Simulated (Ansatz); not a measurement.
# Platinum, A15 under RPBE: relaxation and energy, part 2 of 2

Aim: take platinum in the A15 structure, relax it, then solve it on a dense k-mesh. Spin polarisation is left out. The k-meshes are 5×5×5 for the relaxation; 7×7×7 for the dense run.

Ansatz 0.2.0; DFT, RPBE, plane waves (420 eV) with PAW, scalar-relativistic. Earlier steps stand in the parts before.

## 3. The energy on a finer k-mesh

File input.yaml:

```yaml
crystal:
  lattice:
    - [5.0972682304, 0.0, 0.0]
    - [0.0, 5.0972682304, 0.0]
    - [0.0, 0.0, 5.0972682304]
  atoms:
    - { symbol: Pt, position: [1.0, 0.0, 0.0] }
    - { symbol: Pt, position: [0.5, 0.5, 0.5] }
    - { symbol: Pt, position: [0.25, 1.0, 0.5] }
    - { symbol: Pt, position: [0.75, 1.0, 0.5] }
    - { symbol: Pt, position: [0.5, 0.25, 1.0] }
    - { symbol: Pt, position: [0.5, 0.75, 1.0] }
    - { symbol: Pt, position: [0.0, 0.5, 0.25] }
    - { symbol: Pt, position: [0.0, 0.5, 0.75] }
hamiltonian:
  xc: rpbe
  pseudopotentials:
    kind: paw
    azcp:
      Pt: "pseudopotentials/Pt.paw.azcp"
basis:
  ecutwfc: 420
  fft_grid_basis: typed
kpoints:
  mp_grid: { grid: [7, 7, 7], shift: [0, 0, 0] }
magnetization:
  spin_polarized: false
scf:
  occupations: { method: fermi_dirac, width: 0.1 }
output:
  write_density: true
  write_potential: true
  elf: true
  volumetric_format: npy
```

Command:

```sh
> ansatz run input.yaml --threads 4 --pin off --max-ram 8192MiB --backend cpu --events-out ev --progress --plain --runs-dir out
```

Log, shortened:

```text
Warning: RAYON_NUM_THREADS=4 ignored (pool sized by the plan → 4); use --threads N
[...]
Pseudopotentials: kind: paw
Pseudopotential: Pt, paw, valence charge 18, recommended cutoff 420 eV (normal), <dir>
Functional definition: RPBE
[...]
Crystal: 8 atoms, lattice volume = 132.438 Å³
Basis set: ecut = 420 eV, 2553 PW (Γ)
Bands: 87, of which v1, the nominal top of the filled ones, is band 72 counted from 1 (71 counted from 0)
Symmetry: 48 space group operations
Space group: Pm-3n (ITA 223), of the structure as read, at distance tolerance 5.1e-5 Å
k-points: 20 of 343
[...]
SCF iter   1: F=—  HF=-100292.599378 eV  |F-HF|=—  |Δ(HF+E_count)|=         —  Δρ=1.04e-2  dr2=7.70e-2  ethr=1.77e-3  ⟨swp⟩=5.2  Hψ=5670  notcnv=0  defer=63
[...]
SCF iter   6: F=-100292.594906 eV  HF=-100292.594906 eV  |F-HF|=5.97e-10  |Δ(HF+E_count)|=   3.18e-7  Δρ=6.82e-6  dr2=4.73e-8  ethr=6.94e-11  ⟨swp⟩=6.5  Hψ=4333  notcnv=0
[...]
SCF converged after 6 iterations
Free energy (F): -100292.594906 eV
[...]
E sigma→0 (E₀):  -100292.370522 eV
Entropy (-TS):   -0.448767 eV (-56.096 meV/atom)
Fermi energy:    20.713561 eV
[...]
--- Band table (eV; the first three rows and the last of 20) ---
[...]
```

Wall time 2.4 s (4 threads of Intel Xeon 6975P-C (Granite Rapids), shared host); peak memory 0.63 GiB.

Density in a lattice plane of the grid's cell (edges 5.10 and 5.10 Å, at 0.000 of the third edge), which holds Pt.

Values in e/Å³, 12 rows by 12 columns:
```
 8.27  5.17  1.10  0.30  0.24  0.34  0.42  0.34  0.24  0.30  1.10  5.17
 1.86  1.12  0.42  0.22  0.19  0.22  0.24  0.22  0.19  0.22  0.42  1.12
 0.36  0.35  0.34  0.33  0.26  0.20  0.18  0.20  0.26  0.33  0.34  0.35
 0.29  0.44  1.12  1.77  1.08  0.40  0.24  0.40  1.08  1.77  1.12  0.44
 0.43  1.11  5.13  8.06  5.14  1.11  0.42  1.11  5.14  8.06  5.13  1.11
 0.56  1.80  7.98 11.73  7.98  1.80  0.56  1.80  7.98 11.73  7.98  1.80
 0.43  1.11  5.13  8.06  5.14  1.11  0.42  1.11  5.14  8.06  5.13  1.11
 0.29  0.44  1.12  1.77  1.08  0.40  0.24  0.40  1.08  1.77  1.12  0.44
 0.36  0.35  0.34  0.33  0.26  0.20  0.18  0.20  0.26  0.33  0.34  0.35
 1.86  1.12  0.42  0.22  0.19  0.22  0.24  0.22  0.19  0.22  0.42  1.12
 8.27  5.17  1.10  0.30  0.24  0.34  0.42  0.34  0.24  0.30  1.10  5.17
11.91  8.27  1.86  0.36  0.29  0.43  0.56  0.43  0.29  0.36  1.86  8.27
```
Columns run along the first of these edges and rows up along the second, over one cell in 12 and 12 even steps from the bottom left corner. Atoms in the plane (fractional): Pt at (0.00, 0.00), Pt at (0.25, 0.50), Pt at (0.75, 0.50).

ELF in the same plane.

Ten even steps from ' ' (0.19) to '@' (0.67):
```
@@@@@@##==....  ......::::::......  ....==##@@@@
@@@@##++::..        ..........        ..::++##@@
****==::..              ..              ..::==**
::::........                          ........::
............                          ..........
........::::::....              ....::::::......
......--==++**++==::..........::==++**++==--....
....::++##%%@@@@%%++::......::++%%@@@@%%##++::..
::::--##@@@@@@@@@@##--::::::--##@@@@@@@@@@##--::
::::==##@@@@@@@@@@##==::::::==##@@@@@@@@@@##==::
::::--##@@@@@@@@@@##--::::::--##@@@@@@@@@@##--::
....::++##%%@@@@%%++::......::++%%@@@@%%##++::..
......--==++**++==::..........::==++**++==--....
........::::::....              ....::::::......
............                          ..........
::::........                          ........::
****==::..              ..              ..::==**
@@@@##++::..        ..........        ..::++##@@
@@@@@@##==....  ......::::::......  ....==##@@@@
@@@@@@%%++::..........::::::..........::++%%@@@@
```
Columns run along the first of these edges and rows up along the second, over one cell in 24 and 20 even steps from the bottom left corner. Atoms in the plane (fractional): Pt at (0.00, 0.00), Pt at (0.25, 0.50), Pt at (0.75, 0.50).

Both are smooth fields of the valence electrons: close to the nuclei they are not physical.

## 4. Results

The summary covers parts 1 to 2.

| quantity | value |
| --- | --- |
| space group (spins left aside) | Pm-3n (No. 223) |
| conventional cell | a = 5.097 Å |
| volume | 16.555 Å³/atom |
| shortest distance | 2.549 Å |
| gap on the mesh | none (levels filled in part) |
| relative to fcc | +244 meV/atom |

**Reading.** From the guessed start the volume grew by 9.7 % in 6 steps. It lies 244 meV/atom above the element's reference form at the same level (fcc, from a run of its own). Levels at the Fermi energy are filled in part, as in a metal. The symmetry was held, so the structure may be unstable against distortions that break it.
